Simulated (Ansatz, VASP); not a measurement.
**PbS: VASP beside Ansatz**

```xyz
4
Lattice="4.2490 0.0000 0.0000 0.0000 4.2490 0.0000 0.0000 0.0000 17.0045" Properties=species:S:1:pos:R:3 pbc="T T T"
Pb    2.1245    2.1245    7.0000
Pb    0.0000    0.0000    9.7166
S     0.0000    0.0000    7.0000
S     2.1245    2.1245    9.6935
```

Alike in both runs: functional PBE; k mesh 7 × 7 × 1; occupations gaussian, width 0.05 eV; no spin polarisation.

Ansatz relaxed the structure, and its values are those at the end. VASP's run is a single point on that final structure, the one shown.

|  | VASP | Ansatz |
| --- | --- | --- |
| version | VASP 6.6.1 | Ansatz 0.2.0 |
| potentials or method | VASP PAW PBE potentials, release 64 (Pb_d, S) | scalar-relativistic, plane waves, PAW |
| plane-wave cutoff (eV) | 520 | 420 |
| valence electrons in the cell | 40 | 40 |

```tsv
	VASP	Ansatz	Ansatz less VASP
gap on the k mesh at the Fermi level (eV)	1.56	1.55	-0.004
least direct gap on the mesh (eV)	1.56	1.55	-0.004
rms of the force components (eV/Å)	0.069	0.070	+0.0017
```

With one functional, cell and mesh, what is left measures potentials, basis and numerics.

Caveats: spin-orbit coupling is left out, which as a rule narrows the gap of such compounds by several tenths of an eV.
